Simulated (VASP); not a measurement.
# TePb (Pm-3m) in VASP: further runs, part 2 of 2

VASP 6.6.1.

## 3. Single point, PBEsol (one atom moved)

INCAR reads:

```
PREC = Accurate ; ENCUT = 520
EDIFF = 1E-6 ; ISMEAR = 0
SIGMA = 0.1 ; LREAL = F
LASPH = T ; NELM = 100
ALGO = Fast ; ISIF = 2
LWAVE = F ; LCHARG = F
GGA = PS ; NBANDS = 17
```

KPOINTS reads:

```
regular mesh
0
Gamma
  10 10 10
```

POSCAR reads:

```
TePb
1.0
    4.0022870000      0.0000000000      0.0000000000
    0.0000000000      4.0022870000      0.0000000000
    0.0000000000      0.0000000000      4.0022870000
Te Pb
1 1
Direct
    0.5000000000      0.5000000000      0.5000000000
    0.0000000000      0.0000000000      0.0936964291
```

Potentials or basis: VASP PAW PBE potentials, release 64 (Te, Pb_d).

Command:

```console
$ cat potpaw_PBE.64/Te/POTCAR potpaw_PBE.64/Pb_d/POTCAR > POTCAR
$ mpirun -np 1 vasp_std > vasp.out
```

OUTCAR:

```text
PREC = Accurate
   ENCUT = 520
   EDIFF = 1E-6
   ISMEAR = 0
   LREAL = F
   LASPH = T
   NELM = 100
   ISIF = 2
   GGA = PS

 ion  position               nearest neighbor table
   1  0.500  0.500  0.500-   2 3.26   2 3.26   2 3.26   2 3.26   2 3.70   2 3.70   2 3.70   2 3.70

   2  0.000  0.000  0.094-   1 3.26   1 3.26   1 3.26   1 3.26   1 3.70   1 3.70   1 3.70   1 3.70

  LATTYP: Found a simple cubic cell.
 ALAT       =     4.0022870000

  Lattice vectors:

 A1 = (   4.0022870000,   0.0000000000,   0.0000000000)
 A2 = (   0.0000000000,   4.0022870000,   0.0000000000)
 A3 = (   0.0000000000,   0.0000000000,   4.0022870000)

Analysis of symmetry for initial positions (statically):
=====================================================================
 Subroutine PRICEL returns:
 Original cell was already a primitive cell.

 Routine SETGRP: Setting up the symmetry group for a
 simple cubic supercell.

 Subroutine GETGRP returns: Found  8 space group operations
[... 163 lines left out ...]
  ---------------------------------------------------
  free energy    TOTEN  =        -7.86324526 eV

  energy without entropy =       -7.85773448  energy(sigma->0) =       -7.86048987

 E-fermi :   6.1316     XC(G=0):  -9.8035

 val. band max:        6.1282126258   @ k =   0.3000   0.0000   0.5000
 cond. band min:       6.1429970119   @ k =   0.2000   0.2000   0.1000
 fundamental gap:      0.0147843861
 Fermi energy:         6.1315595692

 k-point     1 :       0.0000    0.0000    0.0000
  band No.  band energies     occupation
      1     -10.7812      2.00000
      2     -10.7730      2.00000
      3     -10.6979      2.00000
      4     -10.6979      2.00000
      5     -10.6923      2.00000
      6      -6.0640      2.00000
[... 457 lines left out ...]
      4     -10.7003      2.00000
      5     -10.6974      2.00000
      6      -4.6224      2.00000
[... 9 lines left out ...]
     16      16.8017      0.00000
     17      17.0453      0.00000

 [... further k-points ...]

------------------------ aborting loop because EDIFF is reached ----------------------------------------

  FORCE on cell =-STRESS in cart. coord.  units (eV):
  Direction    XX          YY          ZZ          XY          YZ          ZX
  --------------------------------------------------------------------------------------
  -------------------------------------------------------------------------------------
  Total       -0.6359143     -0.6359143     -0.4898123      0.0000000      0.0000000     -0.0000000
  in kB      -15.8922183    -15.8922183    -12.2409623      0.0000000      0.0000000     -0.0000000
  external PRESSURE =     -14.6751330 kB  Pullay stress =       0.0000000 kB

 VOLUME and BASIS-vectors are now :
 -----------------------------------------------------------------------------
  energy-cutoff  :      520.00
  volume of cell :       64.11
      direct lattice vectors                 reciprocal lattice vectors
     4.002287000  0.000000000  0.000000000     0.249857144  0.000000000  0.000000000
     0.000000000  4.002287000  0.000000000     0.000000000  0.249857144  0.000000000
     0.000000000  0.000000000  4.002287000     0.000000000  0.000000000  0.249857144

 POSITION                                       TOTAL-FORCE (eV/Angst)
 -----------------------------------------------------------------------------------
      2.00114      2.00114      2.00114        -0.000000     -0.000000     -0.057579
      0.00000      0.00000      0.37500         0.000000      0.000000      0.057579
 -----------------------------------------------------------------------------------
    total drift:                                0.000000     -0.000000      0.000991

  FREE ENERGIE OF THE ION-ELECTRON SYSTEM (eV)
  ---------------------------------------------------
  free  energy   TOTEN  =        -7.8632452619 eV

  energy  without entropy=       -7.8577344772  energy(sigma->0) =       -7.86048987
```

OSZICAR:

```text
N       E                     dE             d eps       ncg     rms          rms(c)
DAV:   1     0.141075863763E+03    0.14108E+03   -0.85203E+03  4292   0.117E+03
DAV:   2     0.194189491578E+01   -0.13913E+03   -0.13459E+03  4431   0.291E+02
DAV:   3    -0.777848699640E+01   -0.97204E+01   -0.95757E+01  5720   0.806E+01
DAV:   4    -0.802547923115E+01   -0.24699E+00   -0.24663E+00  5555   0.141E+01
DAV:   5    -0.803504143726E+01   -0.95622E-02   -0.95619E-02  6173   0.260E+00    0.384E+00
RMM:   6    -0.786865658213E+01    0.16638E+00   -0.14873E-01  4863   0.275E+00    0.240E+00
RMM:   7    -0.786417060909E+01    0.44860E-02   -0.34851E-02  6283   0.133E+00    0.115E+00
RMM:   8    -0.786323612683E+01    0.93448E-03   -0.56601E-03  5139   0.932E-01    0.702E-02
RMM:   9    -0.786320601142E+01    0.30115E-04   -0.19481E-03  6598   0.400E-01    0.566E-02
RMM:  10    -0.786324167614E+01   -0.35665E-04   -0.41838E-04  7084   0.177E-01    0.554E-02
RMM:  11    -0.786324894030E+01   -0.72642E-05   -0.47086E-05  5740   0.683E-02    0.103E-02
RMM:  12    -0.786324472112E+01    0.42192E-05   -0.18288E-05  5969   0.439E-02    0.565E-03
RMM:  13    -0.786324526189E+01   -0.54077E-06   -0.57032E-06  5700   0.198E-02
   1 F= -.78632453E+01 E0= -.78604899E+01  d E =-.551078E-02
```

stdout:

```text
POSCAR found type information on POSCAR TePb
 POSCAR found :  2 types and       2 ions
 scaLAPACK will be used
 -----------------------------------------------------------------------------
|                                                                             |
|                                                                             |
|     You enforced a specific xc type in the INCAR file but a different       |
|     I HOPE YOU KNOW WHAT YOU ARE DOING!                                     |
|                                                                             |
 -----------------------------------------------------------------------------

 LDA part: xc-table for (Slater+PW92), standard interpolation
 POSCAR, INCAR and KPOINTS ok, starting setup
 FFT: planning ... GRIDC
 FFT: planning ... GRID_SOFT
 FFT: planning ... GRID
 WAVECAR not read
 entering main loop
```

It took 52 s on 1 thread of Intel Xeon 6975P-C (Granite Rapids), shared host; peak memory 0.27 GiB.

What came out:

| Property | Result |
| --- | --- |
| Free energy | -7.8632 eV |
| Pressure | -1.5 GPa |
| Largest force | 0.058 eV/Å |
| Band gap on the k mesh | none (metal or under the smearing width) |

Forces in eV/Å, atoms in the order of the input:
```
Te   0.000  0.000 -0.058
Pb   0.000  0.000  0.058
```

Levels at points of the mesh, in eV from the Fermi level:
```csv
k point,band 8,band 9,band 10,band 11,band 12,band 13
"(0.00, 0.00, 0.00)",-1.59,-1.59,-1.26,3.09,4.02,5.46
"(0.50, 0.00, 0.00)",-0.66,-0.46,-0.13,0.79,2.34,2.63
"(0.00, 0.00, 0.50)",-0.99,-0.39,-0.39,0.49,2.81,2.81
"(0.50, 0.50, 0.00)",-4.42,-4.42,0.35,3.58,3.99,3.99
"(0.00, 0.50, 0.50)",-4.20,-4.10,0.24,3.45,3.62,3.66
"(0.50, 0.50, 0.50)",-2.88,-2.88,-2.35,-0.92,-0.40,-0.40
```

Caveat: the PAW data sets were made with another functional, which shifts forces and pressure a little. Spin-orbit coupling is left out, which matters for the levels of Pb, Te.
